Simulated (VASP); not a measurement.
# Al (Im-3m) in VASP: further runs, part 2 of 2

VASP 6.6.1.

## (4) Single point, PBEsol

File INCAR:

```
ADDGRID = F
ALGO = Normal
EDIFF = 1E-7
ENCUT = 400
GGA = PS
ISIF = 2
ISMEAR = 1
LASPH = T
LCHARG = F
LREAL = F
LWAVE = F
NELM = 100
PREC = Accurate
SIGMA = 0.1
```

File KPOINTS:

```
k-points
0
Gamma
  10 10 10
```

File POSCAR:

```
Al
1.0
   -1.5912186900      1.5912186900      1.5912186900
    1.5912186900     -1.5912186900      1.5912186900
    1.5912186900      1.5912186900     -1.5912186900
Al
1
Direct
    0.0000000000      0.0000000000      0.0000000000
```

Potentials or basis: VASP PAW PBE potentials, release 64 (Al).

The run is started by

```sh
$ cat potpaw_PBE.64/Al/POTCAR > POTCAR
$ mpirun -np 1 vasp_std > vasp.out
```

OUTCAR:

```text
EDIFF = 1E-7
   ENCUT = 400
   GGA = PS
   ISIF = 2
   ISMEAR = 1
   LASPH = T
   LREAL = F
   NELM = 100
   PREC = Accurate

 Found     47 irreducible k-points:

 Following reciprocal coordinates:
            Coordinates               Weight
  0.000000  0.000000  0.000000      1.000000
  0.100000  0.000000  0.000000     12.000000
  0.200000  0.000000  0.000000     12.000000
  0.300000  0.000000  0.000000     12.000000
  0.400000  0.000000  0.000000     12.000000
  0.500000  0.000000  0.000000      6.000000
   k-points           NKPTS =     47   k-points in BZ     NKDIM =     47   number of bands    NBANDS=      5
   number of dos      NEDOS =    301   number of ions     NIONS =      1
   total plane-waves  NPLWV =   5832
   dimension x,y,z NGX =    18 NGY =   18 NGZ =   18
   dimension x,y,z NGXF=    36 NGYF=   36 NGZF=   36
   ions per type =               1
   NGX,Y,Z   is equivalent  to a cutoff of  10.86, 10.86, 10.86 a.u.
   NGXF,Y,Z  is equivalent  to a cutoff of  21.72, 21.72, 21.72 a.u.
 SYSTEM =  unknown system
   PREC   = accura    normal or accurate (medium, high low for compatibility)
   ISTART =      0    job   : 0-new  1-cont  2-samecut
   ICHARG =      2    charge: 1-file 2-atom 10-const
   ISPIN  =      1    spin polarized calculation?
   LNONCOLLINEAR =      F non collinear calculations
   LSORBIT =      F    spin-orbit coupling
[... 56 lines left out ...]
 cond. band min:       8.1797074097   @ k =  -0.4000   0.4000   0.2000
 fundamental gap:      0.0653992007
 Fermi energy:         8.1630751577

 k-point     1 :       0.0000    0.0000    0.0000
  band No.  band energies     occupation
      1      -3.0909      2.00000
      2      21.5873      0.00000
      3      21.5873      0.00000
      4      21.5873      0.00000
      5      23.2297      0.00000
[... 33 lines left out ...]
 k-point     6 :       0.5000    0.0000    0.0000
  band No.  band energies     occupation
      1       3.7925      2.00000
      2       4.3162      2.00000
      3      16.5132      0.00000
      4      16.5370      0.00000
      5      18.3325      0.00000

 [... further k-points ...]

------------------------ aborting loop because EDIFF is reached ----------------------------------------

  FORCE on cell =-STRESS in cart. coord.  units (eV):
  Direction    XX          YY          ZZ          XY          YZ          ZX
  --------------------------------------------------------------------------------------
  -------------------------------------------------------------------------------------
  Total        0.2788470      0.2788470      0.2788470      0.0000000      0.0000000      0.0000000
  in kB       27.7221519     27.7221519     27.7221519      0.0000000      0.0000000      0.0000000
  external PRESSURE =      27.7221519 kB  Pullay stress =       0.0000000 kB

 VOLUME and BASIS-vectors are now :
 -----------------------------------------------------------------------------
  energy-cutoff  :      400.00
  volume of cell :       16.12
      direct lattice vectors                 reciprocal lattice vectors
    -1.591218690  1.591218690  1.591218690     0.000000000  0.314224565  0.314224565
     1.591218690 -1.591218690  1.591218690     0.314224565  0.000000000  0.314224565
     1.591218690  1.591218690 -1.591218690     0.314224565  0.314224565  0.000000000

 POSITION                                       TOTAL-FORCE (eV/Angst)
 -----------------------------------------------------------------------------------
      0.00000      0.00000      0.00000         0.000000      0.000000      0.000000
 -----------------------------------------------------------------------------------
    total drift:                                0.000000      0.000000      0.000000

  FREE ENERGIE OF THE ION-ELECTRON SYSTEM (eV)
  ---------------------------------------------------
  free  energy   TOTEN  =        -4.0036473379 eV

  energy  without entropy=       -4.0029361433  energy(sigma->0) =       -4.00341027
```

OSZICAR:

```text
N       E                     dE             d eps       ncg     rms          rms(c)
DAV:   1    -0.256204040272E+01   -0.25620E+01   -0.81201E+02   535   0.259E+02
DAV:   2    -0.402494609825E+01   -0.14629E+01   -0.13690E+01   670   0.284E+01
DAV:   3    -0.403278343966E+01   -0.78373E-02   -0.78327E-02   650   0.236E+00
DAV:   4    -0.403279265678E+01   -0.92171E-05   -0.92172E-05   695   0.668E-02
DAV:   5    -0.403279268243E+01   -0.25655E-07   -0.24920E-07   675   0.227E-03    0.137E+00
DAV:   6    -0.401521516224E+01    0.17578E-01   -0.24808E-03   600   0.315E-01    0.772E-01
DAV:   7    -0.400366323235E+01    0.11552E-01   -0.66477E-03   585   0.498E-01    0.168E-01
DAV:   8    -0.400364825187E+01    0.14980E-04   -0.43231E-05   690   0.627E-02    0.127E-02
DAV:   9    -0.400364762809E+01    0.62378E-06   -0.30424E-07   670   0.387E-03    0.116E-03
DAV:  10    -0.400364733032E+01    0.29776E-06   -0.61642E-09   575   0.708E-04    0.675E-04
DAV:  11    -0.400364733787E+01   -0.75414E-08   -0.24581E-10   380   0.112E-04
   1 F= -.40036473E+01 E0= -.40034103E+01  d E =-.711195E-03
```

It used 3.7 s of CPU time on 1 thread of Intel(R) Xeon(R) Platinum 8375C CPU @ 2.90GHz (Ice Lake) (shared host), which was overloaded at the time.

These settings aren't checked as converged: the numbers below hold their error.

What came out:

```
Free energy            : -4.0036 eV
Pressure               : 2.8 GPa
Band gap on the k mesh : none (metal or under the smearing width)
```

Caveat: the PAW data sets were made with another functional, which shifts forces and pressure a little.

## (5) Single point, PBEsol

INCAR is that of step 4.

KPOINTS is that of step 4.

File POSCAR:

```
Al
1.0
   -1.5505220000      1.6151010000      1.5901740000
    1.5972310000     -1.6159030000      1.6376860000
    1.5218560000      1.5872370000     -1.5909760000
Al
1
Direct
   -0.0427450000     -0.0166940000     -0.0578530000
```

The run is started by

```sh
$ cat potpaw_PBE.64/Al/POTCAR > POTCAR
$ mpirun -np 1 vasp_std > vasp.out
```

Run time: 18 s. Hardware: 1 thread of Intel Xeon Platinum 8375C at 2.90GHz (Ice Lake), shared host; peak memory 0.13 GiB.

These settings aren't checked as converged: the numbers below hold their error.

What came out:

```
Free energy            : -3.9962 eV
Pressure               : 2.8 GPa
Band gap on the k mesh : none (metal or under the smearing width)
```

Caveat: the PAW data sets were made with another functional, which shifts forces and pressure a little.

## (6) Single point, PBEsol

Edit INCAR of step 5 so:

```diff
@@ -13,2 +13,2 @@
 PREC = Accurate
-SIGMA = 0.1
+SIGMA = 0.05
```

KPOINTS is that of step 5.

File POSCAR:

```
Al
1.0
   -1.5912186900      1.5912186900      1.5912186900
    1.5912186900     -1.5912186900      1.5912186900
    1.5912186900      1.5912186900     -1.5912186900
Al
1
Direct
    0.0000000000      0.0000000000      0.0000000000
```

Potentials or basis: VASP PAW PBE potentials, release 64 (Al).

The run is started by

```sh
$ cat potpaw_PBE.64/Al/POTCAR > POTCAR
$ mpirun -np 1 vasp_std > vasp.out
```

It took 7.9 s on 1 thread of Intel Xeon Platinum 8375C at 2.90GHz (Ice Lake), shared host; peak memory 0.11 GiB.

The run converged, but some of its settings lie outside the range that counts as converged, so its numbers aren't taken as properties of the crystal.

Results:

- Free energy: -4.0034 eV
- Pressure: 2.7 GPa
- Band gap on the k mesh: none (metal or under the smearing width)

Caveat: the PAW data sets were made with another functional, which shifts forces and pressure a little.

## (7) The reference run

An earlier run on the cell as given: functional PBEsol; potentials or basis VASP PAW PBE potentials, release 64 (Al); cutoff 520 eV; k mesh 12 × 12 × 12; occupations fermi-dirac, width 0.05 eV; no spin polarisation.

* Pressure: 2.3 GPa
* Band gap on the k mesh: none (metal or under the smearing width)
